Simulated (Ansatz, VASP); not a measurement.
**Two plane-wave programs on SrO**

```
CELL_PARAMETERS angstrom
0.00000 2.60007 2.60007
2.60007 0.00000 2.60007
2.60007 2.60007 0.00000
ATOMIC_POSITIONS crystal
Sr 0.50000 0.50000 0.50000
O 0.00000 0.00000 0.00000
```

Alike in both runs: task single point; functional BLYP; dispersion D4; k mesh 9 × 9 × 9; occupations fermi-dirac, width 0.05 eV; no spin polarisation.

|  | VASP | Ansatz |
| --- | --- | --- |
| version | VASP 6.6.1 | Ansatz 0.2.0 |
| potentials or method | VASP PAW PBE potentials, release 64 (Sr_sv, O) | Ansatz PAW |
| plane-wave cutoff (eV) | 520 | 420 |
| valence electrons in the cell | 16 | 16 |

VASP gave:

| Property | Result |
| --- | --- |
| gap on the k mesh at the Fermi level (eV) | 3.46 |
| least direct gap on the mesh (eV) | 3.57 |
| pressure (GPa) | -0.2 |
| dispersion energy (meV/atom) | -298.5 |

Problem. Estimate Ansatz's values.

Solution. gap on the k mesh at the Fermi level (eV): 3.52; least direct gap on the mesh (eV): 3.62; pressure (GPa): -0.7; dispersion energy (meV/atom): -298.6.

Caveats: the PAW data sets were made with another functional, which shifts forces and pressure a little (VASP); an odd mesh through Γ misses points on the zone boundary, where band edges often lie (VASP); odd divisions of the mesh miss points on the zone boundary, where band edges often lie, so the gap on the mesh can be too wide (Ansatz); the pressure holds a Pulay correction of +0.4 GPa for the finite cutoff (Ansatz); the PAW data sets come from PBE, with cores solved anew for the run's functional, which leaves a small shift of forces and pressure (Ansatz). A hybrid or GW would open this gap; BLYP tends to underestimate it.
